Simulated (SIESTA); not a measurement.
## TePb in SIESTA: the effect of functional

TePb:

```
CELL_PARAMETERS angstrom
7.97174 0.00000 0.00000
0.00000 4.57058 0.00000
0.00000 0.00000 7.91497
ATOMIC_POSITIONS crystal
Pb 0.99847 0.25000 0.25125
Pb 0.49847 0.25000 0.24875
Pb 0.50153 0.75000 0.75125
Pb 0.00153 0.75000 0.74875
Te 0.75109 0.25000 0.91662
Te 0.25109 0.25000 0.58338
Te 0.74891 0.75000 0.41662
Te 0.24891 0.75000 0.08338
```

The cell comes from a database or a generator and needn't be the stable form of this composition.

Alike in all runs:

| Property | Result |
| --- | --- |
| Program | SIESTA 5.4.2 |
| Task | band structure |
| Basis | DZP (energy shift 0.003 Ry; two zetas on semicore shells) |
| Grid cutoff | 500 Ry |
| Energy shift | 0.003 Ry |
| k mesh | 4 × 6 × 4 |
| Occupations | fermi-dirac, width 0.05 eV |
| Spin | no spin polarisation |

Problem. One run gave: gap on the mesh 0.03 eV; pressure -2.9 GPa. Which functional did it use?
A. PBE
B. LDA
C. PBEsol

Solution. B.

```tsv
functional	potentials or basis	gap on the mesh (eV)	pressure (GPa)
PBE	PseudoDojo 0.4 standard (PBE files)	0.11	0.4
LDA	PseudoDojo 0.4 standard (LDA files)	0.03	-2.9
PBEsol	PseudoDojo 0.4 standard (PBEsol files)	0.05	-1.7
```

Caveats: spin-orbit coupling is left out, which as a rule narrows the gap of such compounds by several tenths of an eV; the basis of atomic orbitals isn't converged, which shifts pressures, moduli and gaps.

